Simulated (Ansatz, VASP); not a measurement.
# Al2Au: VASP beside Ansatz

```
Au Al
1.0
     0.00000    3.00000    3.00000
     3.00000    0.00000    3.00000
     3.00000    3.00000    0.00000
Au Al
1 2
Direct
  0.00000 0.00000 0.00000
  0.75000 0.75000 0.75000
  0.25000 0.25000 0.25000
```

Alike in both runs: task relaxation of cell and atoms; functional BLYP; k mesh 8 × 8 × 8; occupations fermi-dirac, width 0.05 eV; no spin polarisation.

|  | VASP | Ansatz |
| --- | --- | --- |
| version | VASP 6.6.1 | Ansatz 0.2.0 |
| potentials or method | VASP PAW PBE potentials, release 64 (Au, Al) | Ansatz PAW |
| plane-wave cutoff (eV) | 600 | 420 |
| valence electrons in the cell | 17 | 25 |

Ansatz gave:

| Item | Value |
| --- | --- |
| gap on the k mesh at the Fermi level, each at its own relaxed structure (eV) | none |
| relaxed volume (Å³/atom) | 19.30 |
| relaxed cell length with the largest relative difference (Å) | 4.342 |
| energy change over the relaxation (meV/atom) | -27 |

Which values does VASP return?

gap on the k mesh at the Fermi level, each at its own relaxed structure (eV): none; relaxed volume (Å³/atom): 19.37; relaxed cell length with the largest relative difference (Å): 4.348; energy change over the relaxation (meV/atom): -30.

A gap of «none» marks a metal or a gap that the smearing closes. The two sets of potentials don't hold the same shells in valence.

Caveats: the PAW data sets were made with another functional, which shifts forces and pressure a little (VASP); the plane-wave basis is chosen anew once the cell has moved, so the energies of steps on either side of that aren't comparable (Ansatz); the PAW data sets come from PBE, with cores solved anew for the run's functional, which leaves a small shift of forces and pressure (Ansatz). The runs have no spin-orbit coupling, so splittings on Au are missing. Zero-point motion and thermal expansion aren't in these numbers.
